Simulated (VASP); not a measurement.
# Al2O3 (P-6m2) in VASP: convergence with k mesh

Aim: find how far k mesh must go before the results for Al2O3 settle, at PBE. This setting moves, with any that are tied to it; all else stays.

All numbers are computed with VASP 6.6.1; they aren't measurements. Logs are shortened: lines on timing, memory, paths and dates and some standing lists are left out, and cuts for length are marked.

## (1) The crystal as given

It takes space group P-6m2 (No. 187, hexagonal). The conventional cell has a = 2.884 Å, b = 2.884 Å, c = 9.337 Å, α = 90.00°, β = 90.00°, γ = 120.00°. Al (site symmetry 3m) has 3 O at 1.80 Å as nearest neighbours. Around O (site symmetry 3m) lie 3 Al at 1.80 Å. O (site symmetry -6m2) is surrounded by 6 Al at 2.18 Å.

Measurements of this composition are mostly on another form, of space group No. 167.

## (2) With k mesh 3 × 3 × 1

The input, INCAR:

```
SYSTEM = Al2O3
ALGO     = Fast           ! electronic algorithm
EDIFF    = 1E-6           ! SCF threshold, eV
ENCUT    = 400            ! plane-wave cutoff, eV
GGA      = PE             ! functional
ISIF     = 2              ! what is computed and relaxed
ISMEAR   = 0              ! smearing method
LASPH    = .TRUE.         ! aspherical terms in the spheres
LCHARG   = .FALSE.        ! write CHGCAR
LREAL    = .FALSE.        ! projectors in reciprocal space
LWAVE    = .FALSE.        ! write WAVECAR
NELM     = 60             ! most SCF steps
PREC     = Accurate       ! precision mode
SIGMA    = 0.02           ! smearing width, eV
```

The input, KPOINTS:

```
k-points
0
G
  3 3 1
  0 0 0
```

The input, POSCAR:

```
Al2O3
1.0
    2.8843249483      0.0000000000      0.0000000000
   -1.4421624742      2.4978986780      0.0000000000
    0.0000000000      0.0000000000      9.3367544600
Al O
2 3
Direct
    0.0000000000      0.0000000000      0.8500076700
    0.0000000000      0.0000000000      0.1499923300
    0.3333333333      0.6666666667      0.7776830800
    0.6666666667      0.3333333333      0.0000000000
    0.3333333333      0.6666666667      0.2223169200
```

Potentials or basis: VASP PAW PBE potentials, release 64 (Al, O_s).

Launch:

```bash
cat potpaw_PBE.64/Al/POTCAR potpaw_PBE.64/O_s/POTCAR > POTCAR
mpirun -np 1 vasp_std > vasp.out
```

OUTCAR:

```text
SYSTEM = Al2O3
   EDIFF = 1E-6
   ENCUT = 400
   GGA = PE
   ISIF = 2
   ISMEAR = 0
   LASPH = .TRUE.
   LREAL = .FALSE.
   NELM = 60
   PREC = Accurate

 Found      3 irreducible k-points:

 Following reciprocal coordinates:
            Coordinates               Weight
  0.000000  0.000000  0.000000      1.000000
  0.333333 -0.000000  0.000000      6.000000
  0.333333  0.333333  0.000000      2.000000
   k-points           NKPTS =      3   k-points in BZ     NKDIM =      3   number of bands    NBANDS=     16
   number of dos      NEDOS =    301   number of ions     NIONS =      5
   total plane-waves  NPLWV =  25600
   dimension x,y,z NGX =    20 NGY =   20 NGZ =   64
   dimension x,y,z NGXF=    40 NGYF=   40 NGZF=  128
   ions per type =               2   3
   NGX,Y,Z   is equivalent  to a cutoff of  11.53, 11.53, 11.40 a.u.
   NGXF,Y,Z  is equivalent  to a cutoff of  23.06, 23.06, 22.79 a.u.
 SYSTEM =  Al2O3
   PREC   = accura    normal or accurate (medium, high low for compatibility)
   ISTART =      0    job   : 0-new  1-cont  2-samecut
   ICHARG =      2    charge: 1-file 2-atom 10-const
   ISPIN  =      1    spin polarized calculation?
   LNONCOLLINEAR =      F non collinear calculations
   LSORBIT =      F    spin-orbit coupling
   LASPH  =      T    aspherical Exc in radial PAW
   ENCUT  =  400.0 eV  29.40 Ry    5.42 a.u.   4.70  4.70 15.23*2*pi/ulx,y,z
   NELM   =     60;   NELMIN=  2; NELMDL= -5     # of ELM steps
   EDIFF  = 0.1E-05   stopping-criterion for ELM
   LREAL  =      F    real-space projection
   EDIFFG = 0.1E-04   stopping-criterion for IOM
   NSW    =      0    number of steps for IOM
   IBRION =     -1    ionic relax: 0-MD 1-quasi-New 2-CG
   NFREE  =      0    steps in history (QN), initial steepest desc. (CG)
   ISIF   =      2    stress and relaxation
   ISYM   =      2    0-nonsym 1-usesym 2-fastsym
   POTIM  = 0.5000    time-step for ionic-motion
   TEBEG  =    0.0;   TEEND  =   0.0 temperature during run
   PSTRESS=    0.0 pullay stress
   NELECT =      24.0000    total number of electrons
   NUPDOWN=      -1.0000    fix difference up-down
   EMIN   =  10.00;   EMAX   =-10.00  energy-range for DOS
   EFERMI =   0.00;   METHOD = LEGACY
   ISMEAR =     0;   SIGMA  =   0.02  broadening in eV -4-tet -1-fermi 0-gaus
   EFERMI_NEDOS =   21; number of points for ismear=-14 and -15
   IALGO  =     68    algorithm
   IMIX   =      4    mixing-type and parameters
     AMIX     =   0.40;   BMIX     =  1.00
     AMIX_MAG =   1.60;   BMIX_MAG =  1.00
  volume/ion in A,a.u.               =      13.45        90.79
  Fermi-wavevector in a.u.,A,eV,Ry     =   1.161111  2.194181 18.343074  1.348178
  Thomas-Fermi vector in A             =   2.297686
   LORBIT       =      0    0 simple, 1 ext, 2 COOP (PROOUT), +10 PAW based schemes
   GGA     = PE    functional components
   LHFCALC =     F    Hartree Fock is set to
   AEXX    =    0.0000 exact exchange contribution
   IVDW    =     0    specifies the selected vdW correction
   LEPSILON=     F    determine dielectric tensor
   LRPA    =     F    only Hartree local field effects (RPA)
 non-spin polarized calculation
 RMM-DIIS sequential band-by-band and
 Gauss-broadening in eV      SIGMA  =   0.02
  energy-cutoff  :      400.00
  volume of cell :       67.27
 maximum number of plane-waves:      1243
 NGX is ok and might be reduce to    20
   NGX =  9   NGY =  9   NGZ = 31

 number of electron      24.0000003 magnetization

 Free energy of the ion-electron system (eV)
  ---------------------------------------------------
  ext. energy  EPLUGINS =         0.00000000
  ---------------------------------------------------
  free energy    TOTEN  =       -36.16985090 eV

  energy without entropy =      -36.16985090  energy(sigma->0) =      -36.16985090

 E-fermi :   1.3086     XC(G=0):  -8.5294

 val. band max:        1.1406566543   @ k =   0.3333   0.3333   0.0000
 cond. band min:       5.8927658407   @ k =   0.0000   0.0000   0.0000
 fundamental gap:      4.7521091864
 Fermi energy:         1.3086248981

 k-point     1 :       0.0000    0.0000    0.0000
  band No.  band energies     occupation
      1     -17.5596      2.00000
      2     -16.5433      2.00000
      3     -15.3465      2.00000
      4      -3.8116      2.00000
      5      -0.9481      2.00000
      6      -0.3263      2.00000
[... 8 lines left out ...]
     15       8.9601      0.00000
     16      10.2768      0.00000

 k-point     2 :       0.3333   -0.0000    0.0000
  band No.  band energies     occupation
      1     -16.4090      2.00000
      2     -15.7634      2.00000
      3     -15.0837      2.00000
      4      -4.0793      2.00000
      5      -3.8750      2.00000
      6      -2.5798      2.00000
[... 8 lines left out ...]
     15      10.3292      0.00000
     16      11.5764      0.00000

 k-point     3 :       0.3333    0.3333    0.0000
  band No.  band energies     occupation
      1     -15.3522      2.00000
      2     -15.3205      2.00000
      3     -15.3158      2.00000
      4      -4.3293      2.00000
      5      -3.9112      2.00000
      6      -2.9279      2.00000
[... 8 lines left out ...]
     15      11.8323      0.00000
     16      13.9159      0.00000

------------------------ aborting loop because EDIFF is reached ----------------------------------------

  FORCE on cell =-STRESS in cart. coord.  units (eV):
  Direction    XX          YY          ZZ          XY          YZ          ZX
  --------------------------------------------------------------------------------------
  -------------------------------------------------------------------------------------
  Total        0.4331534      0.4331534     -0.4493569     -0.0000000      0.0000000      0.0000000
  in kB       10.3166177     10.3166177    -10.7025446     -0.0000000      0.0000000      0.0000000
  external PRESSURE =       3.3102303 kB  Pullay stress =       0.0000000 kB

 VOLUME and BASIS-vectors are now :
 -----------------------------------------------------------------------------
  energy-cutoff  :      400.00
  volume of cell :       67.27
      direct lattice vectors                 reciprocal lattice vectors
     2.884324948  0.000000000  0.000000000     0.346701574  0.200168247  0.000000000
    -1.442162474  2.497898678  0.000000000     0.000000000  0.400336494  0.000000000
     0.000000000  0.000000000  9.336754460     0.000000000  0.000000000  0.107103598

 POSITION                                       TOTAL-FORCE (eV/Angst)
 -----------------------------------------------------------------------------------
      0.00000      0.00000      7.93631        -0.000000      0.000000     -0.089771
      0.00000      0.00000      1.40044        -0.000000      0.000000      0.089771
     -0.00000      1.66527      7.26104         0.000000     -0.000000      0.130775
      1.44216      0.83263      0.00000         0.000000     -0.000000      0.000000
     -0.00000      1.66527      2.07572        -0.000000     -0.000000     -0.130775
 -----------------------------------------------------------------------------------
    total drift:                               -0.000000      0.000000     -0.000000

  FREE ENERGIE OF THE ION-ELECTRON SYSTEM (eV)
  ---------------------------------------------------
  free  energy   TOTEN  =       -36.1698508988 eV

  energy  without entropy=      -36.1698508988  energy(sigma->0) =      -36.16985090
```

It took 9.2 s on 1 thread of AMD EPYC 7R13 (Zen 3), shared host; peak memory 0.12 GiB.

What came out:

```
Free energy            : -36.1699 eV
Pressure               : 0.3 GPa
Largest force          : 0.131 eV/Å
Band gap on the k mesh : 4.75 eV, indirect (least direct gap 4.98 eV)
```

## (3) With k mesh 4 × 4 × 1

INCAR is that of step 2.

The input, KPOINTS:

```
k-points
0
G
  4 4 1
  0 0 0
```

POSCAR is that of step 2.

Potentials or basis: VASP PAW PBE potentials, release 64 (Al, O_s).

Launch:

```bash
cat potpaw_PBE.64/Al/POTCAR potpaw_PBE.64/O_s/POTCAR > POTCAR
mpirun -np 1 vasp_std > vasp.out
```

It took 10 s on 1 thread of AMD EPYC 7R13 (Zen 3), shared host; peak memory 0.12 GiB.

Results:

```
Free energy            : -36.2964 eV
Pressure               : 0.2 GPa
Largest force          : 0.065 eV/Å
Band gap on the k mesh : 4.82 eV, indirect (least direct gap 4.99 eV)
```

## (4) With k mesh 5 × 5 × 2

INCAR is that of step 3.

The input, KPOINTS:

```
k-points
0
G
  5 5 2
  0 0 0
```

POSCAR is that of step 3.

Launch:

```bash
cat potpaw_PBE.64/Al/POTCAR potpaw_PBE.64/O_s/POTCAR > POTCAR
mpirun -np 1 vasp_std > vasp.out
```

Run time: 20 s. Hardware: 1 thread of AMD EPYC 7R13 (Zen 3), shared host; peak memory 0.12 GiB.

What came out:

```yaml
Free_energy: -36.3143 eV
Pressure: 0.2 GPa
Largest_force: 0.061 eV/Å
Band_gap_on_the_k_mesh: 4.76 eV, indirect (least direct gap 4.99 eV)
```

## (5) With k mesh 6 × 6 × 2

INCAR is that of step 4.

The input, KPOINTS:

```
k-points
0
G
  6 6 2
  0 0 0
```

POSCAR is that of step 4.

Launch:

```bash
cat potpaw_PBE.64/Al/POTCAR potpaw_PBE.64/O_s/POTCAR > POTCAR
mpirun -np 1 vasp_std > vasp.out
```

Run time: 26 s. Hardware: 1 thread of AMD EPYC 7R13 (Zen 3), shared host; peak memory 0.12 GiB.

Results:

```
Free energy            : -36.3172 eV
Pressure               : 0.2 GPa
Largest force          : 0.063 eV/Å
Band gap on the k mesh : 4.75 eV, indirect (least direct gap 4.99 eV)
```

## (6) With k mesh 8 × 8 × 2

INCAR is that of step 5.

The input, KPOINTS:

```
k-points
0
G
  8 8 2
  0 0 0
```

POSCAR is that of step 5.

Potentials or basis: VASP PAW PBE potentials, release 64 (Al, O_s).

Launch:

```bash
cat potpaw_PBE.64/Al/POTCAR potpaw_PBE.64/O_s/POTCAR > POTCAR
mpirun -np 1 vasp_std > vasp.out
```

It took 29 s on 1 thread of AMD EPYC 7R13 (Zen 3), shared host; peak memory 0.12 GiB.

What came out:

- Free energy: -36.3177 eV
- Pressure: 0.3 GPa
- Largest force: 0.062 eV/Å
- Band gap on the k mesh: 4.76 eV, indirect (least direct gap 4.99 eV)

## (7) With k mesh 9 × 9 × 3

INCAR is that of step 6.

The input, KPOINTS:

```
k-points
0
G
  9 9 3
  0 0 0
```

POSCAR is that of step 6.

Launch:

```bash
cat potpaw_PBE.64/Al/POTCAR potpaw_PBE.64/O_s/POTCAR > POTCAR
mpirun -np 1 vasp_std > vasp.out
```

It took 34 s on 1 thread of AMD EPYC 7R13 (Zen 3), shared host; peak memory 0.13 GiB.

What came out:

| Item | Value |
| --- | --- |
| Free energy | -36.3178 eV |
| Pressure | 0.3 GPa |
| Largest force | 0.062 eV/Å |
| Band gap on the k mesh | 4.74 eV, indirect (least direct gap 4.99 eV) |

## (8) With k mesh 12 × 12 × 4

INCAR is that of step 7.

The input, KPOINTS:

```
k-points
0
G
  12 12 4
  0 0 0
```

POSCAR is that of step 7.

Launch:

```bash
cat potpaw_PBE.64/Al/POTCAR potpaw_PBE.64/O_s/POTCAR > POTCAR
mpirun -np 1 vasp_std > vasp.out
```

Run time: 79 s. Hardware: 1 thread of AMD EPYC 7R13 (Zen 3), shared host; peak memory 0.14 GiB.

Results:

```yaml
Free_energy: -36.3178 eV
Pressure: 0.2 GPa
Largest_force: 0.063 eV/Å
Band_gap_on_the_k_mesh: 4.75 eV, indirect (least direct gap 4.99 eV)
```

## (9) With k mesh 14 × 14 × 4

INCAR is that of step 8.

The input, KPOINTS:

```
k-points
0
G
  14 14 4
  0 0 0
```

POSCAR is that of step 8.

Potentials or basis: VASP PAW PBE potentials, release 64 (Al, O_s).

Launch:

```bash
cat potpaw_PBE.64/Al/POTCAR potpaw_PBE.64/O_s/POTCAR > POTCAR
mpirun -np 1 vasp_std > vasp.out
```

Run time: 96 s. Hardware: 1 thread of AMD EPYC 7R13 (Zen 3), shared host; peak memory 0.15 GiB.

What came out:

- Free energy: -36.3178 eV
- Pressure: 0.2 GPa
- Largest force: 0.063 eV/Å
- Band gap on the k mesh: 4.75 eV, indirect (least direct gap 4.99 eV)

## (10) With k mesh 17 × 17 × 5

INCAR is that of step 9.

The input, KPOINTS:

```
k-points
0
G
  17 17 5
  0 0 0
```

POSCAR is that of step 9.

Launch:

```bash
cat potpaw_PBE.64/Al/POTCAR potpaw_PBE.64/O_s/POTCAR > POTCAR
mpirun -np 1 vasp_std > vasp.out
```

Run time: 2.1 min. Hardware: 1 thread of AMD EPYC 7R13 (Zen 3), shared host; peak memory 0.16 GiB.

Results (log left out):

| Item | Value |
| --- | --- |
| Free energy | -36.3177 eV |
| Pressure | 0.2 GPa |
| Largest force | 0.063 eV/Å |
| Band gap on the k mesh | 4.75 eV, indirect (least direct gap 4.99 eV) |

## (11) Summary

```tsv
k mesh	energy less the tightest run, at zero smearing (meV/atom)	pressure (GPa)	largest force (eV/Å)	gap on the mesh (eV)	SCF cycles	CPU time (s)	peak memory (GiB)
3 × 3 × 1	29.58	0.33	0.131	4.752	27	8.5	0.12
4 × 4 × 1	4.26	0.22	0.065	4.820	25	9.6	0.12
5 × 5 × 2	0.68	0.25	0.061	4.761	25	20	0.12
6 × 6 × 2	0.11	0.23	0.063	4.755	26	25	0.12
8 × 8 × 2	0.01	0.25	0.062	4.755	25	28	0.12
9 × 9 × 3	-0.01	0.26	0.062	4.745	25	34	0.13
12 × 12 × 4	-0.01	0.22	0.063	4.754	26	78	0.14
14 × 14 × 4	-0.01	0.22	0.063	4.747	26	96	0.15
17 × 17 × 5	0.00	0.22	0.063	4.747	26	130	0.16
```

Against the tightest run, the energy stays within 1 meV/atom from 5 × 5 × 2 on; the pressure stays within 0.1 GPa from 4 × 4 × 1 on; the largest force stays within 0.005 eV/Å from 4 × 4 × 1 on; the gap on the mesh stays within 0.01 eV from 6 × 6 × 2 on. Meshes of other sizes hit other points, so gaps and Fermi surfaces needn't settle smoothly. The tightest run that finished is the yardstick and may itself not be fully converged.

Caveats: an odd mesh through Γ misses points on the zone boundary, where band edges often lie.
